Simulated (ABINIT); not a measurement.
# TePb (Fm-3m) in ABINIT: settings compared

One crystal, TePb, is run at these levels: rSCAN, PW91; tasks: band structure.

Everything below comes from runs of ABINIT 10.8.3 (patched build). Logs are shortened: lines on timing, memory, paths and dates and some standing lists are left out, and cuts for length are marked. The log counts tension as positive stress, the text compression.

**What was measured.**

A printed reference work, monograph reports, for a bulk crystal of TePb at 4.2 K: band gap 0.19 eV (direct).

The results are compared with them further down.

### Step 1. The crystal as given

Symmetry: Fm-3m, No. 225, cubic system. The conventional cell has a = 6.462 Å, b = 6.462 Å, c = 6.462 Å, α = 90.00°, β = 90.00°, γ = 90.00°. Around Pb (site symmetry m-3m) lie 6 Te at 3.23 Å. Around Te (site symmetry m-3m) lie 6 Pb at 3.23 Å.

### Step 2. Band structure, rSCAN

Input file run.abi:

```
ndtset 2

pp_dirpath "./"
pseudos "Pb.GGA_PBE-JTH_sp.xml, Te.GGA_PBE-JTH.xml"

acell 4.56932402 4.56932402 4.56932402 Angstrom
rprim
     0.0000000000     0.7071067812     0.7071067812
     0.7071067812     0.0000000000     0.7071067812
     0.7071067812     0.7071067812     0.0000000000
ntypat 2
znucl 82 52
natom 2
typat 1 2
xred
     0.0000000000     0.0000000000     0.0000000000
     0.5000000000     0.5000000000     0.5000000000

ecut 18.0
pawecutdg 36.0

ixc -493494
usekden 1
pawxcdev 0

occopt 3
tsmear 0.05 eV

nstep 100

iomode 3
prtwf 0
prteig 0
prtebands 0
enunit 1
prtden1 1
prtkden1 1
prtvha1 1
prtvclmb1 1
prtpot1 1

kptopt1 1
ngkpt1 7 7 7
nshiftk1 1
shiftk1 0.0 0.0 0.0
nband1 9
tolvrs1 1.0e-7

iscf2 -2
getden2 1
getkden2 1
nband2 15
nbdbuf2 4
tolwfr2 1.0e-11
kptopt2 -9
ndivsm2 8
prteig2 1
prtvol2 -3
kptbounds2
     0.0000000000     0.0000000000     0.0000000000
     0.5000000000     0.0000000000     0.5000000000
     0.5000000000     0.2500000000     0.7500000000
     0.3750000000     0.3750000000     0.7500000000
     0.0000000000     0.0000000000     0.0000000000
     0.5000000000     0.5000000000     0.5000000000
     0.6250000000     0.2500000000     0.6250000000
     0.5000000000     0.2500000000     0.7500000000
     0.5000000000     0.5000000000     0.5000000000
     0.3750000000     0.3750000000     0.7500000000
```

Potentials or basis: JTH PAW PBE v2.0 sp.

Launch:

```sh
abinit run.abi > log 2>&1
```

run.abo:

```text
.Version 10.8.3 of ABINIT
 DATASET    1 : space group Fm -3 m (#225); Bravais cF (face-center cubic)
================================================================================
 Values of the parameters that define the memory need for DATASET  1.
     intxc =       0    ionmov =       0      iscf =      17    lmnmax =      13
     lnmax =       5     mgfft =      36  mpssoang =       3    mqgrid =    3001
     natom =       2  nloc_mem =       2    nspden =       1   nspinor =       1
    nsppol =       1      nsym =      48    n1xccc =       1    ntypat =       2
    occopt =       3   xclevel =       2
       mpw =        1678          nfft =       46656          nkpt =          20
 PAW method is used; the additional fine FFT grid is defined by:
   mgfftf=        48    nfftf =    110592
================================================================================
================================================================================

 DATASET    2 : space group Fm -3 m (#225); Bravais cF (face-center cubic)
================================================================================
 Values of the parameters that define the memory need for DATASET  2.
     intxc =       0    ionmov =       0      iscf =      -2    lmnmax =      13
     lnmax =       5     mgfft =      36  mpssoang =       3    mqgrid =    3001
     natom =       2  nloc_mem =       2    nspden =       1   nspinor =       1
    nsppol =       1      nsym =      48    n1xccc =       1    ntypat =       2
    occopt =       3   xclevel =       2
       mpw =        1682          nfft =       46656          nkpt =         139
 PAW method is used; the additional fine FFT grid is defined by:
   mgfftf=        48    nfftf =    110592
================================================================================
================================================================================

--------------------------------------------------------------------------------
------------- Echo of variables that govern the present computation ------------
--------------------------------------------------------------------------------
 -outvars: echo values of preprocessed input variables --------
            acell      8.6347709783E+00  8.6347709783E+00  8.6347709783E+00 Bohr
              amu      2.07200000E+02  1.27600000E+02
             ecut      1.80000000E+01 Hartree
           enunit           1
           getden1          0
           getden2          1
          getkden1          0
          getkden2          1
             iscf1         17
             iscf2         -2
              ixc     -493494
           jdtset        1    2
[... 1165 lines left out ...]
 ------------------------------------------------
 Atom  Sphere_radius  Integrated_density
    1        2.91365          2.53083446
    2        2.31107          3.15691186

================================================================================

 ----iterations are completed or convergence reached----

 Mean square residual over all n,k,spin=   56.533E-13; max=  99.824E-13
 reduced coordinates (array xred) for    2 atoms
       0.000000000000      0.000000000000      0.000000000000
       0.500000000000      0.500000000000      0.500000000000

 cartesian coordinates (angstrom) at end:
    1      0.00000000000000     0.00000000000000     0.00000000000000
    2      3.23100000004204     3.23100000004204     3.23100000004204
 length scales=  8.634770978332  8.634770978332  8.634770978332 bohr
              =  4.569324020000  4.569324020000  4.569324020000 angstroms
 Eigenvalues (   eV  ) for nkpt= 139  k points:
 kpt#   1, nband= 15, wtk=  1.00000, kpt=  0.0000  0.0000  0.0000 (reduced coord)
 -16.69145   -9.85024   -5.62165   -5.62165   -5.62165    0.24651    0.24651    0.24651
   1.84402    1.84402    1.84402    3.53488    3.53488    4.00520    4.05348
 kpt#   2, nband= 15, wtk=  1.00000, kpt=  0.0217  0.0000  0.0217 (reduced coord)
 -16.68572   -9.87159   -5.63067   -5.63067   -5.58812    0.14039    0.24471    0.24471
   1.81072    1.87188    1.87188    3.53895    3.59463    4.05700    4.09779
 kpt#   3, nband= 15, wtk=  1.00000, kpt=  0.0435  0.0000  0.0435 (reduced coord)
 -16.66856   -9.93329   -5.65738   -5.65738   -5.49077   -0.14207    0.24091    0.24091
   1.71838    1.95370    1.95370    3.55120    3.70504    4.22317    4.24444
 kpt#   4, nband= 15, wtk=  1.00000, kpt=  0.0652  0.0000  0.0652 (reduced coord)
 -16.64008  -10.02911   -5.70082   -5.70082   -5.33883   -0.53105    0.23891    0.23891
   1.58358    2.08417    2.08417    3.57150    3.78855    4.41225    4.57254
 kpt#   5, nband= 15, wtk=  1.00000, kpt=  0.0870  0.0000  0.0870 (reduced coord)
 -16.60043  -10.15088   -5.75943   -5.75943   -5.14684   -0.96722    0.24315    0.24315
   1.42305    2.25660    2.25660    3.59972    3.85396    4.64693    4.96992
 kpt#   6, nband= 15, wtk=  1.00000, kpt=  0.1087  0.0000  0.1087 (reduced coord)
 -16.54986  -10.29023   -5.83125   -5.83125   -4.93564   -1.40584    0.25737    0.25737
[... 386 lines left out ...]
 -14.94662  -12.69322   -7.89403   -6.24504   -5.88502   -1.03461   -1.02673    1.21925
   2.11891    4.24042    4.67913    5.76282    5.99759    6.75312    6.83333
 kpt# 136, nband= 15, wtk=  1.00000, kpt=  0.4018  0.4018  0.6964 (reduced coord)
 -14.91908  -12.62822   -8.10277   -6.35267   -6.01866   -0.80940   -0.79847    1.56476
   1.87722    4.32938    4.71166    5.68443    5.95391    6.80975    6.85587
 kpt# 137, nband= 15, wtk=  1.00000, kpt=  0.3929  0.3929  0.7143 (reduced coord)
 -14.89773  -12.56352   -8.27106   -6.45040   -6.14090   -0.60786   -0.58011    1.65382
   1.84779    4.45021    4.76699    5.61809    5.90320    6.85739    6.87653
 kpt# 138, nband= 15, wtk=  1.00000, kpt=  0.3839  0.3839  0.7321 (reduced coord)
 -14.88505  -12.49986   -8.39541   -6.53746   -6.25160   -0.43564   -0.37458    1.45444
   2.05881    4.58449    4.84429    5.57980    5.84444    6.89216    6.89948
 kpt# 139, nband= 15, wtk=  1.00000, kpt=  0.3750  0.3750  0.7500 (reduced coord)
 -14.88349  -12.43733   -8.47332   -6.61330   -6.35062   -0.29756   -0.18413    1.28123
   2.19457    4.71174    4.94095    5.58400    5.77647    6.90797    6.92952

== END DATASET(S) ==============================================================
================================================================================

 -outvars: echo values of variables after computation  --------
            acell      8.6347709783E+00  8.6347709783E+00  8.6347709783E+00 Bohr
           etotal1     4.8902136738E+01
            fcart1    -0.0000000000E+00 -0.0000000000E+00 -0.0000000000E+00
                      -0.0000000000E+00 -0.0000000000E+00 -0.0000000000E+00
            rprim      0.0000000000E+00  7.0710678120E-01  7.0710678120E-01
                       7.0710678120E-01  0.0000000000E+00  7.0710678120E-01
                       7.0710678120E-01  7.0710678120E-01  0.0000000000E+00
           strten1    -5.4576851153E-05 -5.4576851153E-05 -5.4576851153E-05
                       0.0000000000E+00  0.0000000000E+00  0.0000000000E+00
           xangst      0.0000000000E+00  0.0000000000E+00  0.0000000000E+00
                       3.2310000000E+00  3.2310000000E+00  3.2310000000E+00
             xred      0.0000000000E+00  0.0000000000E+00  0.0000000000E+00
                       5.0000000000E-01  5.0000000000E-01  5.0000000000E-01
 Calculation completed.
```

Run time: 4.1 min. Hardware: 1 thread of Arm Neoverse V2, shared host; peak memory 0.18 GiB.

Results:

* Free energy: 1330.6949 eV
* Pressure: 1.6 GPa
* Band gap along the path: 1.01 eV, direct
* Valence electrons inside the program's atomic spheres: Pb 2.53; Te 3.16

Levels at the corners of the path, in eV from the Fermi level:
| point | band 1 | band 2 | band 3 | band 4 | band 5 | band 6 | band 7 | band 8 | band 9 | band 10 |
| --- | --- | --- | --- | --- | --- | --- | --- | --- | --- | --- |
| Γ | -13.05 | -6.21 | -1.98 | -1.98 | -1.98 | 3.88 | 3.88 | 3.88 | 5.48 | 5.48 |
| X | -11.37 | -8.09 | -5.22 | -3.48 | -3.48 | 3.01 | 5.34 | 5.34 | 6.63 | 8.33 |
| W | -11.18 | -8.82 | -4.50 | -4.50 | -0.98 | 1.33 | 5.07 | 5.07 | 6.62 | 6.62 |
| K | -11.25 | -8.80 | -4.84 | -2.98 | -2.71 | 3.34 | 3.45 | 4.92 | 5.83 | 8.35 |
| Γ | -13.05 | -6.21 | -1.98 | -1.98 | -1.98 | 3.88 | 3.88 | 3.88 | 5.48 | 5.48 |
| L | -11.54 | -9.45 | -1.56 | -1.56 | -0.54 | 0.47 | 0.84 | 0.84 | 7.94 | 8.71 |
| U | -11.25 | -8.80 | -4.84 | -2.98 | -2.71 | 3.34 | 3.45 | 4.92 | 5.83 | 8.35 |
| W | -11.18 | -8.82 | -4.50 | -4.50 | -0.98 | 1.33 | 5.07 | 5.07 | 6.62 | 6.62 |
| L | -11.54 | -9.45 | -1.56 | -1.56 | -0.54 | 0.47 | 0.84 | 0.84 | 7.94 | 8.71 |
| K | -11.25 | -8.80 | -4.84 | -2.98 | -2.71 | 3.34 | 3.45 | 4.92 | 5.83 | 8.35 |

Caveat: this odd mesh misses L, where the gap lies, so gap, dielectric constants and Born charges aren't listed; totals of a meta-GGA on PAW files have another zero than those of a GGA; the PAW data sets were made with another functional, which shifts forces and pressure a little; spin-orbit coupling is left out, which moves the levels of the heavy elements; this set keeps more shells in the core, which shifts pressures and gaps.

### Step 3. Band structure, PW91

Input file run.abi:

```
# Datasets: ground state, then fixed potential
ndtset 2

# Pseudopotentials
pp_dirpath "./"
pseudos "Pb.GGA_PBE-JTH_sp.xml, Te.GGA_PBE-JTH.xml"

# Structure
acell 3*1.0 Angstrom
rprim
     0.0000000000     3.2310000000     3.2310000000
     3.2310000000     0.0000000000     3.2310000000
     3.2310000000     3.2310000000     0.0000000000
ntypat 2
znucl 82 52
natom 2
typat 1 2
xcart
     0.0000000000     0.0000000000     0.0000000000
     6.1057051087     6.1057051087     6.1057051087

# Plane-wave basis
ecut 15.0
pawecutdg 30.0

# Exchange and correlation
ixc -109134

# Bands and occupations
occopt 3
tsmear 0.00183747

# SCF cycle
nstep 100

# Output
iomode 3
prtwf 0
prteig 0
prtebands 0
enunit 1
prtden1 1

# Dataset 1
kptopt1 1
ngkpt1 7 7 7
nshiftk1 1
shiftk1 0.0 0.0 0.0
nband1 9
tolvrs1 1.0e-9

# Dataset 2: bands along G-X-W-K-G-L-U-W-L-K
iscf2 -2
getden2 1
nband2 15
nbdbuf2 4
tolwfr2 1.0e-11
kptopt2 -9
ndivsm2 6
prteig2 1
prtvol2 -3
kptbounds2
     0.0000000000     0.0000000000     0.0000000000
     0.5000000000     0.0000000000     0.5000000000
     0.5000000000     0.2500000000     0.7500000000
     0.3750000000     0.3750000000     0.7500000000
     0.0000000000     0.0000000000     0.0000000000
     0.5000000000     0.5000000000     0.5000000000
     0.6250000000     0.2500000000     0.6250000000
     0.5000000000     0.2500000000     0.7500000000
     0.5000000000     0.5000000000     0.5000000000
     0.3750000000     0.3750000000     0.7500000000
```

Potentials or basis: JTH PAW PBE v2.0 sp.

Launch:

```sh
abinit run.abi > log 2>&1
```

Run time: 40 s. Hardware: 1 thread of Arm Neoverse V2, shared host; peak memory 0.13 GiB.

The run converged. Its results:

| Item | Value |
| --- | --- |
| Free energy | -328.7849 eV |
| Pressure | 2.0 GPa |
| Band gap along the path | 0.74 eV, direct |
| Valence electrons inside the program's atomic spheres | Pb 2.56; Te 3.13 |

Levels at the corners of the path, in eV from the Fermi level:
```tsv
point	band 3	band 4	band 5	band 6	band 7	band 8
Γ	-1.71	-1.71	-1.71	3.75	3.75	3.75
X	-4.90	-3.18	-3.18	2.90	5.12	5.12
W	-4.19	-4.19	-0.76	1.26	4.88	4.88
K	-4.52	-2.70	-2.49	3.20	3.37	4.75
Γ	-1.71	-1.71	-1.71	3.75	3.75	3.75
L	-1.30	-1.30	-0.41	0.33	0.85	0.85
U	-4.52	-2.70	-2.49	3.20	3.37	4.75
W	-4.19	-4.19	-0.76	1.26	4.88	4.88
L	-1.30	-1.30	-0.41	0.33	0.85	0.85
K	-4.52	-2.70	-2.49	3.20	3.37	4.75
```

Caveat: this odd mesh misses L, where the gap lies, so gap, dielectric constants and Born charges aren't listed; the PAW data sets were made with another functional, which shifts forces and pressure a little; spin-orbit coupling is left out, which moves the levels of the heavy elements; this set keeps more shells in the core, which shifts pressures and gaps.

### Step 4. Against experiment

Step 2. Against the measured gap of TePb, 0.19 eV (direct; 4.2 K; a printed reference work, monograph), the calculated 1.01 eV is off by +0.82 eV. Spin-orbit coupling on Pb, Te is left out. The value is that of rSCAN, without temperature or zero-point motion.

Step 3. Measured gap of TePb: 0.19 eV (direct; 4.2 K; a printed reference work, monograph). This calculation gives 0.74 eV (+0.55 eV). Spin-orbit coupling on Pb, Te is left out. The value is that of PW91, without temperature or zero-point motion.
